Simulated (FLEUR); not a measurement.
# Ni (c factor at fixed volume 1.25 on the database's cell): from one collinear state to anisotropy, part 2 of 2

Wanted: anisotropy for Ni (c factor at fixed volume 1.25 on the database's cell), with the cost of each step.

FLEUR MaX-R8.1; PBE; all-electron FLAPW, Dirac cores, scalar-relativistic bands.

So far. Step 2 (The magnetic state): After 23 cycles the largest moment stands at 0.556 μB.

This is not the structure that Ni takes at ambient pressure and room temperature (fcc); it is a model or a phase of other conditions.

## Step 5: Spin–orbit coupling, moments along [001]

Level of this step: PBE; all-electron FLAPW, Dirac cores, scalar-relativistic bands with spin-orbit coupling (FLEUR).

Spin–orbit coupling ties the spins to the lattice and lets orbital moments form.

A new self-consistent run of the start ferro +, with the moments along z. The k list default-1 (kpts.xml, not shown) is a Γ-centred 28×28×28 mesh.

File inp.xml:

```
<?xml version="1.0" encoding="UTF-8" standalone="no"?>
<fleurInput fleurInputVersion="0.39">
   <comment>
      Ni
   </comment>
   <calculationSetup>
      <cutoffs Kmax="4.0" Gmax="12.0" GmaxXC="12.0" numbands="38"/>
      <scfLoop itmax="110" minDistance="0.00002" maxIterBroyd="15" imix="Anderson" alpha="0.05" precondParam="0.0" spinf="2.0" sdNocoIR="T"/>
      <coreElectrons ctail="T" frcor="F" kcrel="0" coretail_lmax="0"/>
      <xcFunctional name="pbe" relativisticCorrections="F"/>
      <magnetism jspins="2"/>
      <soc l_soc="T" theta="0.0" phi="0.0" spav="F"/>
      <expertModes spex="0" secvar="F"/>
      <geometryOptimization l_f="F" forcealpha="1.0" forcemix="BFGS" epsdisp="0.00001" epsforce="0.00001"/>
      <ldaU l_linMix="F" mixParam="0.05" spinf="1.0"/>
   </calculationSetup>
   <cell>
      <bzIntegration valenceElectrons="18.0" mode="hist" fermiSmearingEnergy="0.00183747">
         <kPointListSelection listName="default-1"/>
         <xi:include xmlns:xi="http://www.w3.org/2001/XInclude" href="kpts.xml"> </xi:include>
      </bzIntegration>
      <xi:include xmlns:xi="http://www.w3.org/2001/XInclude" href="sym.xml"> </xi:include>
      <bulkLattice scale="1.0">
         <bravaisMatrix>
            <row-1>    0.0000000000000000     2.9780620508757720     4.1619682491838761</row-1>
            <row-2>    2.9780620508757720     0.0000000000000000     4.1619682491838761</row-2>
            <row-3>    2.9780620508757720     2.9780620508757720     0.0000000000000000</row-3>
         </bravaisMatrix>
      </bulkLattice>
   </cell>
   <atomSpecies>
      <species name="Nickel (Ni1.000" element="Ni" atomicNumber="28">
         <mtSphere radius="2.05" gridPoints="677" logIncrement="0.018"/>
         <atomicCutoffs lmax="8" lnonsphr="6"/>
         <electronConfig flipSpins="F">
            <coreConfig>(1s1/2) (2s1/2) (2p1/2) (2p3/2)</coreConfig>
            <valenceConfig>(3s1/2) (3p1/2) (3p3/2) (4s1/2) (3d3/2) (3d5/2)</valenceConfig>
            <stateOccupation state="(3d3/2)" spinUp="1.6" spinDown="1.6"/>
            <stateOccupation state="(3d5/2)" spinUp="2.9" spinDown="1.9"/>
         </electronConfig>
         <energyParameters s="4" p="4" d="3" f="4"/>
         <lo type="SCLO" l="0" n="3" eDeriv="0"/>
         <lo type="SCLO" l="1" n="3" eDeriv="0"/>
      </species>
   </atomSpecies>
   <atomGroups>
      <atomGroup species="Nickel (Ni1.000">
         <relPos label="                   1">.0000000000 .0000000000 .0000000000</relPos>
         <force calculate="T" relaxXYZ="TTT"/>
      </atomGroup>
   </atomGroups>
   <output dos="F" band="F" slice="F">
      <bandDOS minEnergy="-.5*Htr" maxEnergy="0.5*Htr" sigma="0.015" storeEVData="T"/>
      <plotting iplot="0" polar="F">
         <plot TwoD="T" vec1="  1.0  0.0  0.0" vec2="  0.0  1.0  0.0" vec3="  0.0  0.0  1.0" zero="  0.0  0.0  0.0" file="plot"/>
      </plotting>
      <moessbauerParams electricFieldGradient="F" isomerShift="F" coreHyperfine="F" valenceHyperfine="F"/>
   </output>
</fleurInput>
```

File crystal.txt:

```
Ni
&input film=F cartesian=F /
0.00000000000  1.57592257000  2.20241875000
1.57592257000  0.00000000000  2.20241875000
1.57592257000  1.57592257000  0.00000000000
1.8897261246
1.0 1.0 1.0

1
28 0.00000000000  0.00000000000  0.00000000000 : 1.000

&soc 0.0000000 0.0000000 /
&kpt div1=28 div2=28 div3=28 gamma=T /
```

Launch:

```bash
$ OMP_NUM_THREADS=1 inpgen -f crystal.txt > inpgen.log  # inp.xml is then edited as shown
$ OMP_NUM_THREADS=1 mpirun -n 4 fleur_MPI > fleur.log
```

Output:

```text
[banner, memory and clock lines left out]
Welcome to FLEUR        (www.flapw.de)
      MaX-Release 8.1          (www.max-centre.eu)

 ========== k-point set info ==========
 Selected k-point list: default-1
 k-point list type: mesh
 0 x 0 x 0
 Number of k points: 2860

 [... set-up left out ...]
 Iteration:     1   Distance:      10.75366018 me/bohr^3
 Iteration:     2   Distance:      10.31088110 me/bohr^3
 Iteration:     3   Distance:       8.01950868 me/bohr^3
 Iteration:     4   Distance:       3.22326153 me/bohr^3
 Iteration:     5   Distance:       3.18530516 me/bohr^3
 Iteration:     6   Distance:       1.70210649 me/bohr^3
 Iteration:     7   Distance:       1.08599692 me/bohr^3
 Iteration:     8   Distance:       1.05752475 me/bohr^3
 Iteration:     9   Distance:       0.87600568 me/bohr^3
 Iteration:    10   Distance:       0.11079372 me/bohr^3
 Iteration:    11   Distance:       0.08998307 me/bohr^3
 Iteration:    12   Distance:       0.06848747 me/bohr^3
 Iteration:    13   Distance:       0.04853746 me/bohr^3
 Iteration:    14   Distance:       0.01082820 me/bohr^3
[... lines left out ...]
 Iteration:    18   Distance:       0.00197010 me/bohr^3
 Iteration:    19   Distance:       0.00185540 me/bohr^3
 Iteration:    20   Distance:       0.00075174 me/bohr^3
 Iteration:    21   Distance:       0.00008575 me/bohr^3
 Iteration:    22   Distance:       0.00006640 me/bohr^3
 Iteration:    23   Distance:       0.00003307 me/bohr^3
 Iteration:    24   Distance:       0.00000513 me/bohr^3

 ********************************************************************
 Run finished successfully
 Stop message:
   all done
 ********************************************************************

--- out.xml (last complete iteration) ---
<iteration numberForCurrentRun="   24" overallNumber="   24">
         [... left out ...]
         <bandgap value="0.0003060744" units="eV"/>
         <sumValenceSingleParticleEnergies value="-16.0221800085" units="Htr"/>
         <FermiEnergy value="0.3555539051" units="Htr"/>
         [... left out ...]
         <magneticMomentsInMTSpheres units="muBohr">
            <globalMagMoment atomType="1" vec="0.00000   0.00000   0.51254"/>
         </magneticMomentsInMTSpheres>
         <orbitalMomentsInMTSpheres units="muBohr">
            <globalMagMoment atomType="1" vec="0.00000   0.00000   0.03235"/>
         </orbitalMomentsInMTSpheres>
         [... left out ...]
         <totalEnergy value="    -1520.8141906928" units="Htr">
            <sumOfEigenvalues value="     -871.3674192256">
               <coreElectrons value="-855.3452392171"/>
               <valenceElectrons value="-16.0221800085"/>
            </sumOfEigenvalues>
         [... left out ...]
            <freeEnergy value="-1520.8147941934"/>
            <extrapolationTo0K value="-1520.8144924431"/>
         </totalEnergy>
         <densityConvergence units="me/bohr^3">
            <chargeDensity spin="1" distance="0.0000032194"/>
            <chargeDensity spin="2" distance="0.0000027962"/>
            <overallChargeDensity distance="0.0000031766"/>
            <spinDensity distance="0.0000051259"/>
         </densityConvergence>
      </iteration>
```

Wall time 4.8 min (4 MPI ranks of Arm Neoverse V2, shared host); peak memory 0.87 GiB.

Numbers from this step:

```yaml
free_energy: -41383.4788 eV
program_s_band_gap_on_this_mesh_in_a_metal_only_a_level_spacing: 3.06e-4 eV
magnetization: 0.4878 μB
final_state: ferromagnetic
largest_moment: 0.5125 μB
orbital_moment_along_the_spin: 0.03235 μB
```

Orbital moment in the sphere, along the spin axis by atom:

```tsv
atom	orbital moment in the sphere, along the spin axis (μB)
Ni1	0.0323
```

## Step 6: Results

```json
{"reference state": "ferromagnetic", "largest sphere moment": "0.556 μB", "easy direction of those tried": "the plane normal to [001]", "energy along [100] less [001], force theorem": "-0.103 meV a primitive cell", "orbital moment on the atom of largest spin, along its spin (spin–orbit run)": "0.0323 μB"}
```

**Reading.** By the force theorem the moments prefer the plane normal to [001], with no direction in it resolved; shape anisotropy is not in it. The difference for the second direction goes from -0.067 meV (mesh 19×19×19, 38 states, 3.1 min of CPU time) to -0.10 meV (mesh 28×28×28, 38 states, 9.9 min), so it is not converged. On the atom of largest spin the orbital moment is almost quenched. The state was typed, and no other order was converged beside it, so it need not be the ground state.

[Logs and program files are shortened in this print: banners, set-up blocks, solver, clock and traceback lines can be left out without a mark of their own.]

[Logs are printed without paths, hosts, clocks, repeated set-up lines and the standing remarks that a program may print on its own settings, such as how far it seeks lower states.]

[Hosts, paths, dates, database ids (printed as entryN), source tags and the programs' standing remarks are cut or masked in the printed files.]

[Where a cell is said to come from a database of computed structures, the database is the Materials Project.]
